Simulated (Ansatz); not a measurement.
# CdSe (Fm-3m): compression over a wide range

The task here is to estimate one member of a computed series from the others.

Method: DFT PBEsol, scalar-relativistic, plane waves, PAW, in Ansatz 0.2.0.

### The starting structure

Symmetry: Fm-3m, No. 225, cubic system. Conventional cell: a = 5.625 Å, b = 5.625 Å, c = 5.625 Å, α = 90.00°, β = 90.00°, γ = 90.00°. Cd (site symmetry m-3m) is surrounded by 6 Se at 2.81 Å. Around Se (site symmetry m-3m) lie 6 Cd at 2.81 Å.

As a file:

```
Cd Se
1.0
     0.00000    2.81274    2.81274
     2.81274    0.00000    2.81274
     2.81274    2.81274    0.00000
Cd Se
1 1
Direct
  0.00000 0.00000 0.00000
  0.50000 0.50000 0.50000
```

An earlier run at PBEsol left this cell at 22.253 Å³/atom and 0.08 GPa (10×10×10 mesh).

Set-up of the first run:

Contents of input.yaml:

```yaml
crystal:
  lattice:
    - [0.0, 2.774727592, 2.774727592]
    - [2.774727592, 0.0, 2.774727592]
    - [2.774727592, 2.774727592, 0.0]
  atoms:
    - { symbol: Cd, position: [0.0, 0.0, 0.0] }
    - { symbol: Se, position: [0.5, 0.5, 0.5] }
basis:
  ecutwfc: 420
  ecutrho_ratio: 4
kpoints:
  mp_grid: { grid: [10, 10, 10] }
hamiltonian:
  xc: pbesol
scf:
  occupations: { method: gaussian, width: 0.05 }
output:
  forces: true
  stress: true
  eigenvalues: true
```

On the command line:

```bash
$ ansatz run input.yaml --threads 1 --pin off --max-ram 2560MiB --backend cpu --events-out ev --progress --plain --runs-dir out
```

Steps of the session up to this table: Volume × 0.96; Volume × 1.04; Volume × 0.92; Volume × 0.88; Volume × 0.84; Volume × 0.8.

One of the session's tables, all rows but one given; the rest of the session is left out.

| volume (Å³/atom) | energy above the lowest (meV/atom) | pressure (GPa) |
| --- | --- | --- |
| 17.802 | 305.9 | 27.2 |
| 18.693 | 178.5 | 19.0 |
| 19.583 | ? | ? |
| 20.473 | 38.2 | 7.4 |
| 21.363 | 9.0 | 3.3 |
| 22.253 | 0.0 | 0.1 |
| 23.143 | 7.0 | -2.5 |

**Question.** Estimate the row for volume (Å³/atom) = 19.583.

Worked estimate for «energy above the lowest (meV/atom)». A straight line through the neighbours (18.693, 178.5) and (20.473, 38.2) gives 178.5 + (38.2 − 178.5) × (19.583 − 18.693) / (20.473 − 18.693) = 108.4; a parabola fitted to 4 rows on both sides gives 92.0.

The run gave: energy above the lowest (meV/atom): 91.9; pressure (GPa): 12.5. In «energy above the lowest (meV/atom)» the line misses by +16.5 and the parabola by +0.1.

To keep in mind: The k mesh is not the same at all volumes. Other structures may be lower in enthalpy at these pressures.
